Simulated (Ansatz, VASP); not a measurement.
One calculation of CaF2, two programs

Contents of INCAR:

```
SYSTEM = CaF2
ALGO = Normal ; EDIFF = 1E-7
EDIFFG = -0.005 ; ENCUT = 600
GGA = PE ; IBRION = 2
ISIF = 3 ; ISMEAR = 0
LASPH = .TRUE. ; LCHARG = .FALSE.
LREAL = .FALSE. ; LWAVE = .FALSE.
NELM = 100 ; NSW = 100
PREC = Accurate ; SIGMA = 0.02
```

The input KPOINTS:

```
k-points
0
G
  8 8 8
  0 0 0
```

POSCAR

```
CaF2
1.0
    0.0000000000      2.7310000000      2.7310000000
    2.7310000000      0.0000000000      2.7310000000
    2.7310000000      2.7310000000      0.0000000000
Ca F
1 2
Direct
    0.0000000000      0.0000000000      0.0000000000
    0.2500000000      0.2500000000      0.2500000000
    0.7500000000      0.7500000000      0.7500000000
```

Input for Ansatz:

```yaml
crystal:
  lattice:
    - [0.0, 2.731, 2.731]
    - [2.731, 0.0, 2.731]
    - [2.731, 2.731, 0.0]
  atoms:
    - { symbol: Ca, position: [0.0, 0.0, 0.0] }
    - { symbol: F, position: [0.25, 0.25, 0.25] }
    - { symbol: F, position: [0.75, 0.75, 0.75] }
basis:
  ecutwfc: 420
kpoints:
  mp_grid: { grid: [8, 8, 8] }
hamiltonian:
  xc: pbe
scf:
  occupations: { method: gaussian, width: 0.02 }
output:
  forces: true
  stress: true
  eigenvalues: true
  write_density: true
  write_potential: true
  elf: true
  volumetric_format: npy
relax:
  adjacent_minimum: "off"
  f_tol: 0.005
  max_steps: 80
  cell: { stress_tol: 0.05 }
```

Alike in both runs: task relaxation of cell and atoms; functional PBE; k mesh 8 × 8 × 8; occupations gaussian, width 0.02 eV; no spin polarisation.

|  | VASP | Ansatz |
| --- | --- | --- |
| version | VASP 6.6.1 | Ansatz 0.2.0 |
| potentials or method | VASP PAW PBE potentials, release 64 (Ca_sv, F) | scalar-relativistic, plane waves, PAW |
| plane-wave cutoff (eV) | 600 | 420 |
| valence electrons in the cell | 24 | 24 |

VASP gave:

* gap on the k mesh at the Fermi level, each at its own relaxed structure (eV): 7.11
* relaxed volume (Å³/atom): 13.98
* relaxed cell length with the largest relative difference (Å): 3.899
* energy change over the relaxation (meV/atom): -3

Estimate Ansatz's values.

gap on the k mesh at the Fermi level, each at its own relaxed structure (eV): 7.14; relaxed volume (Å³/atom): 13.94; relaxed cell length with the largest relative difference (Å): 3.896; energy change over the relaxation (meV/atom): -2.

A k mesh can miss the band edges. As with any semilocal functional, this PBE gap is likely too small. PBE usually gives volumes a little too large and moduli too small.
